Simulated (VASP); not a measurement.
SnO2 (Cassiterite):

```
Sn O
1.0
     4.73800    0.00000    0.00000
     0.00000    4.73800    0.00000
     0.00000    0.00000    3.18650
Sn O
2 4
Direct
  0.50000 0.50000 0.50000
  0.00000 0.00000 0.00000
  0.80710 0.19290 0.50000
  0.69290 0.69290 0.00000
  0.19290 0.80710 0.50000
  0.30710 0.30710 0.00000
```

Base run:

- Program: VASP 6.6.1
- Functional: SCAN
- Potentials or basis: VASP PAW PBE potentials, release 64 (Sn_d, O)
- Cutoff: 520 eV
- k mesh: 6 × 6 × 8
- Occupations: fermi-dirac, width 0.05 eV
- Spin: no spin polarisation

Its results: band gap on the k mesh 1.88 eV, direct; pressure 3.5 GPa; largest force 0.262 eV/Å.

**Question.** After a change of settings the same cell gave: band gap on the k mesh 1.42 eV, direct; pressure 10.4 GPa; largest force 0.322 eV/Å. Which change was it?
A. functional from SCAN to MS2
B. functional from SCAN to TPSS
C. functional from SCAN to PBEsol
D. functional from SCAN to LAK; further incar settings from ALGO = Normal; EDIFF = 1e-07; NBANDS = 35 to ALGO = Normal; EDIFF = 1e-06; NBANDS = 35

**Answer.** B.

Caveats: the PAW data sets were made with another functional, which shifts forces and pressure a little; spin-orbit coupling is left out, which moves the levels of the heavy elements.

Not every run made on this cell is shown here.
